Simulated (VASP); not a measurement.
# GaAs (F-43m) in VASP: further runs

Aim: see how the results for GaAs move with the level of theory and the settings. Levels: r2SCAN, r2SCAN+D4. Tasks: single point.

Program: VASP 6.6.1. These are calculated values, not measurements. Logs are shortened: lines on timing, memory, paths and dates and some standing lists are left out, and cuts for length are marked.

## 1. The crystal as given

It takes space group F-43m (No. 216, cubic). The conventional cell has a = 5.654 Å, b = 5.654 Å, c = 5.654 Å, α = 90.00°, β = 90.00°, γ = 90.00°. As (site symmetry -43m) has 4 Ga at 2.45 Å as nearest neighbours. Ga (site symmetry -43m) has 4 As at 2.45 Å as nearest neighbours.

## 2. Single point, r2SCAN, non-collinear spin, zero start, spin-orbit coupling

Contents of POSCAR:

```
GaAs
1.0
    0.0000000000      2.8268500000      2.8268500000
    2.8268500000      0.0000000000      2.8268500000
    2.8268500000      2.8268500000      0.0000000000
As Ga
1 1
Direct
    0.7500000000      0.7500000000      0.7500000000
    0.0000000000      0.0000000000      0.0000000000
```

Contents of INCAR.step1:

```
SYSTEM = GaAs
PREC = Accurate ; ENCUT = 520
ISMEAR = 0 ; SIGMA = 0.01
LREAL = .False. ; LASPH = .True.
NELM = 150 ; LNONCOLLINEAR = .True.
MAGMOM = 0 0 0 0 0 0 ; LSORBIT = .True.
GGA_COMPAT = .False. ; NBANDS = 30
GGA = PE ; ALGO = Normal
EDIFF = 1E-4 ; LWAVE = .True.
LCHARG = .False.
```

Contents of INCAR.step2:

```
SYSTEM = GaAs
PREC = Accurate ; ENCUT = 520
EDIFF = 1E-7 ; ISMEAR = 0
SIGMA = 0.01 ; LREAL = .False.
LASPH = .True. ; NELM = 150
ALGO = Normal ; ISIF = 2
LWAVE = .False. ; LCHARG = .False.
LNONCOLLINEAR = .True. ; MAGMOM = 0 0 0 0 0 0
LORBIT = 11 ; LSORBIT = .True.
GGA_COMPAT = .False. ; LORBMOM = .True.
METAGGA = R2SCAN ; LMIXTAU = .True.
NBANDS = 30 ; ISTART = 1
```

Contents of KPOINTS:

```
regular mesh
0
Gamma
  8 8 8
  0 0 0
```

Potentials or basis: VASP PAW PBE potentials, release 64 (As, Ga_d).

Command:

```sh
$ cat potpaw_PBE.64/As/POTCAR potpaw_PBE.64/Ga_d/POTCAR > POTCAR
$ cp INCAR.step1 INCAR
$ mpirun -np 1 vasp_ncl > vasp.out
$ cp INCAR.step2 INCAR
$ mpirun -np 1 vasp_ncl > vasp.out
```

OUTCAR:

```text
SYSTEM = GaAs
   PREC = Accurate
   ENCUT = 520
   EDIFF = 1E-7
   ISMEAR = 0
   LREAL = .False.
   LASPH = .True.
   NELM = 150
   ISIF = 2
   LNONCOLLINEAR = .True.
   LORBIT = 11
   LSORBIT = .True.
   METAGGA = R2SCAN
   ISTART = 1

 ion  position               nearest neighbor table
   1  0.750  0.750  0.750-   2 2.45   2 2.45   2 2.45   2 2.45
   2  0.000  0.000  0.000-   1 2.45   1 2.45   1 2.45   1 2.45

  LATTYP: Found a face centered cubic cell.
 ALAT       =     5.6537000000

  Lattice vectors:

 A1 = (   0.0000000000,   2.8268500000,   2.8268500000)
 A2 = (   2.8268500000,   0.0000000000,   2.8268500000)
 A3 = (   2.8268500000,   2.8268500000,   0.0000000000)

Analysis of symmetry for initial positions (statically):
=====================================================================
 Subroutine PRICEL returns:
 Original cell was already a primitive cell.

 Routine SETGRP: Setting up the symmetry group for a
 face centered cubic supercell.

 Subroutine GETGRP returns: Found 24 space group operations
 (whereof 24 operations were pure point group operations)
 out of a pool of 48 trial point group operations.

The static configuration has the point symmetry T_d .

Analysis of symmetry for dynamics (positions and initial velocities):
=====================================================================
 Subroutine PRICEL returns:
 Original cell was already a primitive cell.

 Routine SETGRP: Setting up the symmetry group for a
 face centered cubic supercell.

 Subroutine GETGRP returns: Found 24 space group operations
 (whereof 24 operations were pure point group operations)
 out of a pool of 48 trial point group operations.

The dynamic configuration has the point symmetry T_d .

Analysis of structural, dynamic, and magnetic symmetry:
=====================================================================
 Subroutine PRICEL returns:
 Original cell was already a primitive cell.

 Routine SETGRP: Setting up the symmetry group for a
 face centered cubic supercell.

 Subroutine GETGRP returns: Found 24 space group operations
 (whereof 24 operations were pure point group operations)
 out of a pool of 48 trial point group operations.

The overall configuration has the point symmetry T_d .

 Subroutine INISYM returns: Found 24 space group operations
 (whereof 24 operations are pure point group operations),
 and found     1 'primitive' translations

----------------------------------------------------------------------------------------

                                     Primitive cell

  volume of cell :      45.1792

  direct lattice vectors                    reciprocal lattice vectors
     0.000000000  2.826850000  2.826850000    -0.176875321  0.176875321  0.176875321
     2.826850000  0.000000000  2.826850000     0.176875321 -0.176875321  0.176875321
     2.826850000  2.826850000  0.000000000     0.176875321  0.176875321 -0.176875321

  length of vectors
     3.997769609  3.997769609  3.997769609     0.306357042  0.306357042  0.306357042

  position of ions in fractional coordinates (direct lattice)
     0.750000000  0.750000000  0.750000000
     0.000000000  0.000000000  0.000000000

  ion indices of the primitive-cell ions
   primitive index   ion index
                 1           1
                 2           2

----------------------------------------------------------------------------------------

 KPOINTS: regular mesh

Automatic generation of k-mesh.
 Grid dimensions read from file:
 generate k-points for:    8    8    8

 Generating k-lattice:

  Cartesian coordinates                     Fractional coordinates (reciprocal lattice)
    -0.022109415  0.022109415  0.022109415     0.125000000  0.000000000  0.000000000
     0.022109415 -0.022109415  0.022109415     0.000000000  0.125000000  0.000000000
     0.022109415  0.022109415 -0.022109415     0.000000000  0.000000000  0.125000000

  Length of vectors
[... 100 lines left out ...]

 Free energy of the ion-electron system (eV)
  ---------------------------------------------------
  ext. energy  EPLUGINS =         0.00000000
  ---------------------------------------------------
  free energy    TOTEN  =       -27.06937187 eV

  energy without entropy =      -27.06937187  energy(sigma->0) =      -27.06937187

 E-fermi :   3.8949     XC(G=0): -10.2552

 val. band max:        3.7876568122   @ k =   0.0000   0.0000   0.0000
 cond. band min:       4.6763421897   @ k =   0.0000   0.0000   0.0000
 fundamental gap:      0.8886853775
 Fermi energy:         3.8949114553

 k-point     1 :       0.0000    0.0000    0.0000
  band No.  band energies     occupation
      1     -11.7997      1.00000
      2     -11.7997      1.00000
      3     -11.7997      1.00000
      4     -11.7997      1.00000
      5     -11.3747      1.00000
      6     -11.3747      1.00000
[... 781 lines left out ...]
     29      16.3682      0.00000
     30      16.3709      0.00000

 [... further k-points ...]

------------------------ aborting loop because EDIFF is reached ----------------------------------------

  FORCE on cell =-STRESS in cart. coord.  units (eV):
  Direction    XX          YY          ZZ          XY          YZ          ZX
  --------------------------------------------------------------------------------------
  -------------------------------------------------------------------------------------
  Total        0.1711098      0.1711098      0.1711098      0.0000000      0.0000000      0.0000000
  in kB        6.0680210      6.0680210      6.0680210      0.0000000      0.0000000      0.0000000
  external PRESSURE =       6.0680210 kB  Pullay stress =       0.0000000 kB

 VOLUME and BASIS-vectors are now :
 -----------------------------------------------------------------------------
  energy-cutoff  :      520.00
  volume of cell :       45.18
      direct lattice vectors                 reciprocal lattice vectors
     0.000000000  2.826850000  2.826850000    -0.176875321  0.176875321  0.176875321
     2.826850000  0.000000000  2.826850000     0.176875321 -0.176875321  0.176875321
     2.826850000  2.826850000  0.000000000     0.176875321  0.176875321 -0.176875321

 POSITION                                       TOTAL-FORCE (eV/Angst)
 -----------------------------------------------------------------------------------
      4.24027      4.24027      4.24027        -0.000000     -0.000000     -0.000000
      0.00000      0.00000      0.00000         0.000000      0.000000      0.000000
 -----------------------------------------------------------------------------------
    total drift:                                0.000002      0.000002      0.000002

  FREE ENERGIE OF THE ION-ELECTRON SYSTEM (eV)
  ---------------------------------------------------
  free  energy   TOTEN  =       -27.0693718673 eV

  energy  without entropy=      -27.0693718673  energy(sigma->0) =      -27.06937187

 orbital moment (x)

 # of ion     p       d       tot
 ----------------------------------------
  1        -0.000  -0.000  -0.000
  2         0.000   0.000   0.000
 ----------------------------------------
           -0.000   0.000   0.000

 orbital moment (y)

 # of ion     p       d       tot
 ----------------------------------------
  1         0.000   0.000   0.000
  2        -0.000  -0.000  -0.000
 ----------------------------------------
           -0.000  -0.000  -0.000

 orbital moment (z)

 # of ion     p       d       tot
 ----------------------------------------
  1         0.000   0.000   0.000
  2        -0.000  -0.000  -0.000
 ----------------------------------------
           -0.000  -0.000  -0.000

 Spin-Orbit-Coupling matrix elements

 Ion:    1  E_soc:     -0.0227371
 l=   1
     0.0000000    -0.0037819    -0.0037819
    -0.0037819     0.0000000    -0.0037819
    -0.0037819    -0.0037819     0.0000000
 l=   2
     0.0000000    -0.0000038     0.0000000    -0.0000038    -0.0000038
    -0.0000038     0.0000000    -0.0000028    -0.0000038    -0.0000009
     0.0000000    -0.0000028     0.0000000    -0.0000028     0.0000000
    -0.0000038    -0.0000038    -0.0000028     0.0000000    -0.0000009
    -0.0000038    -0.0000009     0.0000000    -0.0000009     0.0000000
 l=   3
     0.0000000     0.0000000     0.0000000     0.0000000     0.0000000     0.0000000     0.0000000
     0.0000000     0.0000000     0.0000000     0.0000000     0.0000000     0.0000000     0.0000000
     0.0000000     0.0000000     0.0000000     0.0000000     0.0000000     0.0000000     0.0000000
     0.0000000     0.0000000     0.0000000     0.0000000     0.0000000     0.0000000     0.0000000
     0.0000000     0.0000000     0.0000000     0.0000000     0.0000000     0.0000000     0.0000000
     0.0000000     0.0000000     0.0000000     0.0000000     0.0000000     0.0000000     0.0000000
     0.0000000     0.0000000     0.0000000     0.0000000     0.0000000     0.0000000     0.0000000

 Ion:    2  E_soc:     -0.0114277
 l=   1
     0.0000000    -0.0010983    -0.0010983
    -0.0010983     0.0000000    -0.0010983
    -0.0010983    -0.0010983     0.0000000
 l=   2
     0.0000000    -0.0001612     0.0000000    -0.0001612    -0.0006451
    -0.0001612     0.0000000    -0.0004838    -0.0001612    -0.0001613
     0.0000000    -0.0004838     0.0000000    -0.0004838     0.0000000
    -0.0001612    -0.0001612    -0.0004838     0.0000000    -0.0001613
    -0.0006451    -0.0001613     0.0000000    -0.0001613     0.0000000
 l=   3
     0.0000000     0.0000000     0.0000000     0.0000000     0.0000000     0.0000000     0.0000000
     0.0000000     0.0000000     0.0000000     0.0000000     0.0000000     0.0000000     0.0000000
     0.0000000     0.0000000     0.0000000     0.0000000     0.0000000     0.0000000     0.0000000
     0.0000000     0.0000000     0.0000000     0.0000000     0.0000000     0.0000000     0.0000000
     0.0000000     0.0000000     0.0000000     0.0000000     0.0000000     0.0000000     0.0000000
     0.0000000     0.0000000     0.0000000     0.0000000     0.0000000     0.0000000     0.0000000
     0.0000000     0.0000000     0.0000000     0.0000000     0.0000000     0.0000000     0.0000000

 total charge

# of ion       s       p       d       tot
------------------------------------------
    1        1.203   1.641   0.032   2.876
    2        0.847   0.796   9.999  11.642
--------------------------------------------------
tot          2.050   2.436  10.031  14.518

 magnetization (x)

# of ion       s       p       d       tot
------------------------------------------
    1       -0.000   0.000   0.000   0.000
    2        0.000   0.000   0.000   0.000
--------------------------------------------------
tot         -0.000   0.000   0.000   0.000

 magnetization (y)

# of ion       s       p       d       tot
------------------------------------------
    1        0.000   0.000   0.000   0.000
    2       -0.000   0.000   0.000  -0.000
--------------------------------------------------
tot         -0.000   0.000   0.000  -0.000

 magnetization (z)

# of ion       s       p       d       tot
------------------------------------------
    1       -0.000  -0.000   0.000  -0.000
    2       -0.000   0.000  -0.000   0.000
--------------------------------------------------
tot         -0.000  -0.000   0.000  -0.000
```

Wall time 13 min (1 thread of Intel Xeon Platinum 8259CL at 2.50GHz (Skylake/Cascade Lake), shared host); peak memory 0.37 GiB.

What came out:

* Free energy: -27.0694 eV
* Pressure: 0.6 GPa
* Net moment: 0.00 μB per cell
* Valence electrons inside the program's atomic spheres: As 2.88; Ga 11.64

Moments on the atoms (μB; x, y, z):
```
As  0.00 0.00 0.00
Ga  0.00 0.00 0.00
```

Caveat: the PAW data sets were made with another functional, which shifts forces and pressure a little.

## 3. Single point, r2SCAN+D4 (volume scaled by 1.25)

Contents of POSCAR:

```
GaAs
1.0
    0.0000000000      3.0451318518      3.0451318518
    3.0451318518      0.0000000000      3.0451318518
    3.0451318518      3.0451318518      0.0000000000
As Ga
1 1
Direct
    0.7500000000      0.7500000000      0.7500000000
    0.0000000000      0.0000000000      0.0000000000
```

Contents of INCAR.step1:

```
PREC = Accurate
ENCUT = 520
ISMEAR = -1
SIGMA = 0.01
LREAL = False
LASPH = True
NELM = 100
NBANDS = 16
GGA = PE
ALGO = Normal
EDIFF = 1E-4
LWAVE = True
LCHARG = False
```

Contents of INCAR.step2:

```
PREC = Accurate
ENCUT = 520
EDIFF = 1E-7
ISMEAR = -1
SIGMA = 0.01
LREAL = False
LASPH = True
NELM = 100
ALGO = Normal
ISIF = 2
LWAVE = False
LCHARG = True
METAGGA = R2SCAN
LMIXTAU = True
IVDW = 13
VDW_S6 = 1.0
VDW_S8 = 0.6018749
VDW_A1 = 0.51559235
VDW_A2 = 5.77342911
LELF = True
LVHAR = True
NBANDS = 16
ISTART = 1
```

Contents of KPOINTS:

```
Automatic mesh
0
Gamma
  8 8 8
```

Potentials or basis: VASP PAW PBE potentials, release 64 (As, Ga_d).

Command:

```sh
$ cat potpaw_PBE.64/As/POTCAR potpaw_PBE.64/Ga_d/POTCAR > POTCAR
$ cp INCAR.step1 INCAR
$ mpirun -np 1 vasp_std > vasp.out
$ cp INCAR.step2 INCAR
$ mpirun -np 1 vasp_std > vasp.out
```

It took 82 s on 1 thread of Intel Xeon Platinum 8259CL at 2.50GHz (Skylake/Cascade Lake), shared host; peak memory 0.19 GiB.

The run converged. Its results:

```yaml
Free_energy: -26.8939 eV
Pressure: -10.0 GPa
Band_gap_on_the_k_mesh: none (metal or under the smearing width)
Dispersion_energy_per_atom: -0.117 eV
```

Levels at points of the mesh, in eV from the Fermi level:
| k point | band 7 | band 8 | band 9 | band 10 | band 11 | band 12 |
| --- | --- | --- | --- | --- | --- | --- |
| (0.00, 0.00, 0.00) | -0.66 | -0.01 | -0.01 | -0.01 | 3.92 | 3.92 |
| (0.50, 0.00, 0.00) | -5.77 | -0.89 | -0.89 | 0.73 | 4.83 | 4.83 |
| (0.50, 0.50, 0.00) | -6.07 | -2.07 | -2.07 | 1.91 | 2.07 | 9.08 |

Caveat: the PAW data sets were made with another functional, which shifts forces and pressure a little; pairwise dispersion overbinds metals, which lowers pressure and volume.
